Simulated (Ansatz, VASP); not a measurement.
## One calculation of Pd, two programs

```
CELL_PARAMETERS angstrom
-1.55985 1.55985 1.55985
1.55985 -1.55985 1.55985
1.55985 1.55985 -1.55985
ATOMIC_POSITIONS crystal
Pd 0.00000 0.00000 0.00000
```

Alike in both runs: task single point; functional BLYP; k mesh 15 × 15 × 15; occupations fermi-dirac, width 0.1 eV; no spin polarisation.

|  | VASP | Ansatz |
| --- | --- | --- |
| version | VASP 6.6.1 | Ansatz 0.2.0 |
| potentials or method | VASP PAW PBE potentials, release 64 (Pd) | plane waves (420 eV) with PAW, scalar-relativistic |
| plane-wave cutoff (eV) | 520 | 420 |
| valence electrons in the cell | 10 | 18 |

|  | VASP | Ansatz | Ansatz less VASP |
| --- | --- | --- | --- |
| pressure (GPa) | 13.9 | 13.6 | -0.37 |

The two sets of potentials don't hold the same shells in valence.

Caveats: the PAW data sets were made with another functional, which shifts forces and pressure a little (VASP).
